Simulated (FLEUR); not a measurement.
# Bi (Im-3m) in FLEUR: further runs, part 2 of 2

FLEUR MaX-R8.1 (later development tree). Earlier steps stand in the parts before.

## (3) Equation of state, r2SCAN, 29.25 Å³/atom (volume scaled by 0.94)

The input, inp.xml:

```xml
<?xml version="1.0" encoding="UTF-8" standalone="no"?>
<fleurInput fleurInputVersion="0.39">
   <comment>
      Bi                                                                                                  
   </comment>
   <calculationSetup>
      <cutoffs Kmax="4.1" Gmax="12.7" GmaxXC="12.7" numbands="0"/>
      <scfLoop itmax="80" minDistance="0.0001" maxIterBroyd="30" imix="Anderson" alpha="0.05" precondParam="0.0" spinf="2.0" sdNocoIR="T"/>
      <coreElectrons ctail="F" frcor="F" kcrel="0" coretail_lmax="0"/>
      <xcFunctional name="LibXC" relativisticCorrections="F">
         <LibXCName exchange="mgga_x_r2scan" correlation="mgga_c_r2scan"/>
         <AuxGGA exchange="117" correlation="130"/>
      </xcFunctional>
      <magnetism jspins="1"/>
      <soc l_soc="F" theta="0.0" phi="0.0" spav="F"/>
      <expertModes spex="0" secvar="F"/>
      <geometryOptimization l_f="F" forcealpha="1.0" forcemix="BFGS" epsdisp="0.00001" epsforce="0.00001"/>
      <ldaU l_linMix="F" mixParam="0.05" spinf="1.0"/>
   </calculationSetup>
   <cell>
      <bzIntegration valenceElectrons="21.0" mode="hist" fermiSmearingEnergy="0.00183747">
         <kPointListSelection listName="default-1"/>
         <!-- k-points included here -->
         <xi:include xmlns:xi="http://www.w3.org/2001/XInclude" href="kpts.xml"> </xi:include>
      </bzIntegration>
      <!-- symmetry operations included here -->
      <xi:include xmlns:xi="http://www.w3.org/2001/XInclude" href="sym.xml"> </xi:include>
      <bulkLattice scale="0.9795861087">
         <bravaisMatrix>
            <row-1>   -3.7443610400225311     3.7443610400225311     3.7443610400225311</row-1>
            <row-2>    3.7443610400225311    -3.7443610400225311     3.7443610400225311</row-2>
            <row-3>    3.7443610400225311     3.7443610400225311    -3.7443610400225311</row-3>
         </bravaisMatrix>
      </bulkLattice>
   </cell>
   <atomSpecies>
      <species name="Bismuth (Bi)" element="Bi" atomicNumber="83">
         <mtSphere radius="2.66" gridPoints="879" logIncrement="0.015"/>
         <atomicCutoffs lmax="10" lnonsphr="10"/>
         <electronConfig flipSpins="F">
            <coreConfig>(1s1/2) (2s1/2) (2p1/2) (2p3/2) (3s1/2) (3p1/2) (3p3/2) (4s1/2) (3d3/2) (3d5/2) (4p1/2) (4p3/2) (5s1/2) (4d3/2) (4d5/2) (4f5/2) (4f7/2)</coreConfig>
            <valenceConfig>(5p1/2) (5p3/2) (6s1/2) (5d3/2) (5d5/2) (6p1/2) (6p3/2)</valenceConfig>
            <stateOccupation state="(6p1/2)" spinUp="0.500000" spinDown="0.500000"/>
            <stateOccupation state="(6p3/2)" spinUp="1.000000" spinDown="1.000000"/>
         </electronConfig>
         <energyParameters s="6" p="6" d="5" f="5"/>
         <lo type="SCLO" l="1" n="5" eDeriv="0"/>
         <lo type="SCLO" l="1" n="5" eDeriv="1"/>
         <lo type="SCLO" l="0" n="6" eDeriv="2"/>
         <lo type="SCLO" l="2" n="5" eDeriv="2"/>
         <lo type="SCLO" l="3" n="5" eDeriv="2"/>
      </species>
   </atomSpecies>
   <atomGroups>
      <atomGroup species="Bismuth (Bi)">
         <relPos label="                   1">.0000000000 .0000000000 .0000000000</relPos>
         <force calculate="T" relaxXYZ="TTT"/>
      </atomGroup>
   </atomGroups>
   <output dos="F" band="F" slice="F">
      <checks vchk="F" cdinf="F"/>
      <bandDOS minEnergy="-.5*Htr" maxEnergy="0.5*Htr" sigma="0.015" storeEVData="T"/>
      <vacuumDOS vacdos="F" integ="F" star="F" nstars="0" locx1="0.0" locy1="0.0" locx2="0.0" locy2="0.0" nstm="0" tworkf="0.0"/>
      <unfoldingBand unfoldBand="F" supercellX="1" supercellY="1" supercellZ="1"/>
      <plotting iplot="0" polar="F">
         <plot TwoD="T" vec1="  1.0  0.0  0.0" vec2="  0.0  1.0  0.0" vec3="  0.0  0.0  1.0" zero="  0.0  0.0  0.0" file="plot"/>
      </plotting>
      <chargeDensitySlicing numkpt="0" minEigenval="0.0" maxEigenval="0.0" nnne="0" pallst="F"/>
      <specialOutput eonly="F"/>
      <moessbauerParams electricFieldGradient="T" isomerShift="T" coreHyperfine="T" valenceHyperfine="T"/>
      <magneticCircularDichroism mcd="F" energyLo="-10.0" energyUp="0.0"/>
   </output>
  <!-- We include the file relax.xml here to enable relaxations (see documentation) -->
  <xi:include xmlns:xi="http://www.w3.org/2001/XInclude" href="relax.xml"> <xi:fallback/> </xi:include>
</fleurInput>
```

Potentials or basis: all-electron, FLAPW.

On the command line:

```sh
$ inpgen -f crystal.txt -profile fastHighL
$ # inp.xml edited to the form shown
$ fleur_MPI
```

The log of the run:

```text
Welcome to FLEUR        (www.flapw.de)
      MaX-Release 8.1          (www.max-centre.eu)
 func_ids         498         497         498         497
 MetaGGA potential functional detected - V_tau will be computed
 Auxiliary Potential for radial basis: exchange=         117  correlation=         130
The functional 'Re-regularized SCAN exchange by Furness et al' is an exchange functional, it belongs to the 'MGGA' family and is defined in the reference(s):
[1] J. W. Furness, A. D. Kaplan, J. Ning, J. P. Perdew, and J. Sun.,  J. Phys. Chem. Lett. 11, 8208-8215 (2020)
[2] J. W. Furness, A. D. Kaplan, J. Ning, J. P. Perdew, and J. Sun.,  J. Phys. Chem. Lett. 11, 9248-9248 (2020)
The functional 'Re-regularized SCAN correlation by Furness et al' is a correlation functional, it belongs to the 'MGGA' family and is defined in the reference(s):
[1] J. W. Furness, A. D. Kaplan, J. Ning, J. P. Perdew, and J. Sun.,  J. Phys. Chem. Lett. 11, 8208-8215 (2020)
[2] J. W. Furness, A. D. Kaplan, J. Ning, J. P. Perdew, and J. Sun.,  J. Phys. Chem. Lett. 11, 9248-9248 (2020)
 Using same functional for VXC and EXC

 ========== k-point set info ==========
 Selected k-point list: default-1
 k-point list type: mesh
 9 x 9 x 9
 Number of k points: 35

 ------------Calculation Setup---------------------------
 Number of MPI-tasks      :            1
 Number of PE/node        :            1
 Number of OMP-threads    :            1
 Most efficient MPI parallelization for:
           1           5           7          35
 Additional eigenvalue parallelization possible
 Number of basis functions:          276
 Approximate size of matrices (H+S) per k-point:         0.001 GB
 --------------------------------------------------------
The functional 'Hammer, Hansen, and Norskov' is an exchange functional, it belongs to the 'GGA' family and is defined in the reference(s):
[1] B. Hammer, L. B. Hansen, and J. K. Nørskov.,  Phys. Rev. B 59, 7413 (1999)
The functional 'Perdew, Burke & Ernzerhof' is a correlation functional, it belongs to the 'GGA' family and is defined in the reference(s):
[1] J. P. Perdew, K. Burke, and M. Ernzerhof.,  Phys. Rev. Lett. 77, 3865 (1996)
[2] J. P. Perdew, K. Burke, and M. Ernzerhof.,  Phys. Rev. Lett. 78, 1396 (1997)
 Using same functional for VXC and EXC
 Using auxiliary GGA potential for the first iteration of MetaGGA calculation.
 Reset of history
 Reset of history
 Iteration:     1   Distance:      56.43049046 me/bohr^3
The functional 'Hammer, Hansen, and Norskov' is an exchange functional, it belongs to the 'GGA' family and is defined in the reference(s):
[1] B. Hammer, L. B. Hansen, and J. K. Nørskov.,  Phys. Rev. B 59, 7413 (1999)
The functional 'Perdew, Burke & Ernzerhof' is a correlation functional, it belongs to the 'GGA' family and is defined in the reference(s):
[1] J. P. Perdew, K. Burke, and M. Ernzerhof.,  Phys. Rev. Lett. 77, 3865 (1996)
[2] J. P. Perdew, K. Burke, and M. Ernzerhof.,  Phys. Rev. Lett. 78, 1396 (1997)
 Using same functional for VXC and EXC
 Iteration:     2   Distance:      53.51855949 me/bohr^3
The functional 'Hammer, Hansen, and Norskov' is an exchange functional, it belongs to the 'GGA' family and is defined in the reference(s):
[1] B. Hammer, L. B. Hansen, and J. K. Nørskov.,  Phys. Rev. B 59, 7413 (1999)
The functional 'Perdew, Burke & Ernzerhof' is a correlation functional, it belongs to the 'GGA' family and is defined in the reference(s):
[1] J. P. Perdew, K. Burke, and M. Ernzerhof.,  Phys. Rev. Lett. 77, 3865 (1996)
[2] J. P. Perdew, K. Burke, and M. Ernzerhof.,  Phys. Rev. Lett. 78, 1396 (1997)
 Using same functional for VXC and EXC
 Iteration:     3   Distance:      50.82569539 me/bohr^3
The functional 'Hammer, Hansen, and Norskov' is an exchange functional, it belongs to the 'GGA' family and is defined in the reference(s):
[1] B. Hammer, L. B. Hansen, and J. K. Nørskov.,  Phys. Rev. B 59, 7413 (1999)
The functional 'Perdew, Burke & Ernzerhof' is a correlation functional, it belongs to the 'GGA' family and is defined in the reference(s):
[1] J. P. Perdew, K. Burke, and M. Ernzerhof.,  Phys. Rev. Lett. 77, 3865 (1996)
[2] J. P. Perdew, K. Burke, and M. Ernzerhof.,  Phys. Rev. Lett. 78, 1396 (1997)
 Using same functional for VXC and EXC
 Iteration:     4   Distance:       1.75933942 me/bohr^3
The functional 'Hammer, Hansen, and Norskov' is an exchange functional, it belongs to the 'GGA' family and is defined in the reference(s):
[1] B. Hammer, L. B. Hansen, and J. K. Nørskov.,  Phys. Rev. B 59, 7413 (1999)
The functional 'Perdew, Burke & Ernzerhof' is a correlation functional, it belongs to the 'GGA' family and is defined in the reference(s):
[1] J. P. Perdew, K. Burke, and M. Ernzerhof.,  Phys. Rev. Lett. 77, 3865 (1996)
[2] J. P. Perdew, K. Burke, and M. Ernzerhof.,  Phys. Rev. Lett. 78, 1396 (1997)
 Using same functional for VXC and EXC
 Iteration:     5   Distance:       0.46053855 me/bohr^3
The functional 'Hammer, Hansen, and Norskov' is an exchange functional, it belongs to the 'GGA' family and is defined in the reference(s):
[... 18 lines left out ...]
 Using same functional for VXC and EXC
 Iteration:     8   Distance:       0.00965070 me/bohr^3
The functional 'Hammer, Hansen, and Norskov' is an exchange functional, it belongs to the 'GGA' family and is defined in the reference(s):
[1] B. Hammer, L. B. Hansen, and J. K. Nørskov.,  Phys. Rev. B 59, 7413 (1999)
The functional 'Perdew, Burke & Ernzerhof' is a correlation functional, it belongs to the 'GGA' family and is defined in the reference(s):
[1] J. P. Perdew, K. Burke, and M. Ernzerhof.,  Phys. Rev. Lett. 77, 3865 (1996)
[2] J. P. Perdew, K. Burke, and M. Ernzerhof.,  Phys. Rev. Lett. 78, 1396 (1997)
 Using same functional for VXC and EXC
 Iteration:     9   Distance:       0.01135113 me/bohr^3
The functional 'Hammer, Hansen, and Norskov' is an exchange functional, it belongs to the 'GGA' family and is defined in the reference(s):
[1] B. Hammer, L. B. Hansen, and J. K. Nørskov.,  Phys. Rev. B 59, 7413 (1999)
The functional 'Perdew, Burke & Ernzerhof' is a correlation functional, it belongs to the 'GGA' family and is defined in the reference(s):
[1] J. P. Perdew, K. Burke, and M. Ernzerhof.,  Phys. Rev. Lett. 77, 3865 (1996)
[2] J. P. Perdew, K. Burke, and M. Ernzerhof.,  Phys. Rev. Lett. 78, 1396 (1997)
 Using same functional for VXC and EXC
 Iteration:    10   Distance:       0.00096507 me/bohr^3
The functional 'Hammer, Hansen, and Norskov' is an exchange functional, it belongs to the 'GGA' family and is defined in the reference(s):
[1] B. Hammer, L. B. Hansen, and J. K. Nørskov.,  Phys. Rev. B 59, 7413 (1999)
The functional 'Perdew, Burke & Ernzerhof' is a correlation functional, it belongs to the 'GGA' family and is defined in the reference(s):
[1] J. P. Perdew, K. Burke, and M. Ernzerhof.,  Phys. Rev. Lett. 77, 3865 (1996)
[2] J. P. Perdew, K. Burke, and M. Ernzerhof.,  Phys. Rev. Lett. 78, 1396 (1997)
 Using same functional for VXC and EXC
 Iteration:    11   Distance:       0.00008525 me/bohr^3

 ********************************************************************
 Run finished successfully
 Stop message:
   all done
 ********************************************************************
```

Run time: 17 s. Hardware: 1 thread of Arm Neoverse V1, shared host; peak memory 0.09 GiB.

Results:

* Free energy: -587190.6411 eV
* Band gap on the k mesh: none (metal or under the smearing width)
* Valence electrons inside the program's atomic spheres: Bi 18.84 (radii Bi 2.66 bohr)

Caveat: the meta-GGA is that of a development version, with a GGA for the radial functions and cores and without core tails; spin-orbit coupling is left out, which moves the levels of the heavy elements.

## (4) Equation of state, r2SCAN, 29.87 Å³/atom (volume scaled by 0.96)

inp.xml: that of step 3 with these lines changed.

```diff
@@ -27,3 +27,3 @@
       <xi:include xmlns:xi="http://www.w3.org/2001/XInclude" href="sym.xml"> </xi:include>
-      <bulkLattice scale="0.9795861087">
+      <bulkLattice scale="0.9864848297">
          <bravaisMatrix>
```

On the command line:

```sh
$ inpgen -f crystal.txt -profile fastHighL
$ # inp.xml edited to the form shown
$ fleur_MPI
```

It took 18 s on 1 thread of Arm Neoverse V1, shared host; peak memory 0.09 GiB.

The run converged. Its results:

* Free energy: -587190.6545 eV
* Band gap on the k mesh: none (metal or under the smearing width)
* Valence electrons inside the program's atomic spheres: Bi 18.82 (radii Bi 2.66 bohr)

Caveat: the meta-GGA is that of a development version, with a GGA for the radial functions and cores and without core tails; spin-orbit coupling is left out, which moves the levels of the heavy elements.

## (5) Equation of state, r2SCAN, 31.12 Å³/atom

inp.xml: that of step 4 with these lines changed.

```diff
@@ -27,3 +27,3 @@
       <xi:include xmlns:xi="http://www.w3.org/2001/XInclude" href="sym.xml"> </xi:include>
-      <bulkLattice scale="0.9864848297">
+      <bulkLattice scale="1.0000000000">
          <bravaisMatrix>
```

On the command line:

```sh
$ inpgen -f crystal.txt -profile fastHighL
$ # inp.xml edited to the form shown
$ fleur_MPI
```

It took 18 s on 1 thread of Arm Neoverse V1, shared host; peak memory 0.09 GiB.

It converged, with:

* Free energy: -587190.6655 eV
* Band gap on the k mesh: none (metal or under the smearing width)
* Valence electrons inside the program's atomic spheres: Bi 18.79 (radii Bi 2.66 bohr)

Caveat: the meta-GGA is that of a development version, with a GGA for the radial functions and cores and without core tails; spin-orbit coupling is left out, which moves the levels of the heavy elements.

## (6) Equation of state, r2SCAN, 32.36 Å³/atom (volume scaled by 1.04)

inp.xml: that of step 5 with these lines changed.

```diff
@@ -27,3 +27,3 @@
       <xi:include xmlns:xi="http://www.w3.org/2001/XInclude" href="sym.xml"> </xi:include>
-      <bulkLattice scale="1.0000000000">
+      <bulkLattice scale="1.0131594038">
          <bravaisMatrix>
```

Potentials or basis: all-electron, FLAPW.

On the command line:

```sh
$ inpgen -f crystal.txt -profile fastHighL
$ # inp.xml edited to the form shown
$ fleur_MPI
```

It took 21 s on 1 thread of Arm Neoverse V1, shared host; peak memory 0.09 GiB.

Results (log left out):

| Item | Value |
| --- | --- |
| Free energy | -587190.6583 eV |
| Band gap on the k mesh | none (metal or under the smearing width) |
| Valence electrons inside the program's atomic spheres | Bi 18.77 (radii Bi 2.66 bohr) |

Caveat: the meta-GGA is that of a development version, with a GGA for the radial functions and cores and without core tails; spin-orbit coupling is left out, which moves the levels of the heavy elements.

## (7) Equation of state, r2SCAN, 32.98 Å³/atom (volume scaled by 1.06)

inp.xml: that of step 6 with these lines changed.

```diff
@@ -27,3 +27,3 @@
       <xi:include xmlns:xi="http://www.w3.org/2001/XInclude" href="sym.xml"> </xi:include>
-      <bulkLattice scale="1.0131594038">
+      <bulkLattice scale="1.0196128224">
          <bravaisMatrix>
```

On the command line:

```sh
$ inpgen -f crystal.txt -profile fastHighL
$ # inp.xml edited to the form shown
$ fleur_MPI
```

It took 21 s on 1 thread of Arm Neoverse V1, shared host; peak memory 0.09 GiB.

The run converged. Its results:

* Free energy: -587190.6492 eV
* Band gap on the k mesh: none (metal or under the smearing width)
* Valence electrons inside the program's atomic spheres: Bi 18.76 (radii Bi 2.66 bohr)

Caveat: the meta-GGA is that of a development version, with a GGA for the radial functions and cores and without core tails; spin-orbit coupling is left out, which moves the levels of the heavy elements.

## (8) Equation of state, r2SCAN

Potentials or basis: all-electron, FLAPW.

No new run: the results of the series are fitted here.

What came out:

```yaml
Equilibrium_volume: 31.20 Å³/atom
Bulk_modulus: 57 GPa
```

Energy against volume, from the lowest point:
```tsv
volume (Å³/atom)	energy (meV/atom)
29.250	24.42
29.872	10.97
31.117	0.00
32.362	7.21
32.984	16.30
```

Caveat: the meta-GGA is that of a development version, with a GGA for the radial functions and cores and without core tails; spin-orbit coupling is left out, which moves the levels of the heavy elements.
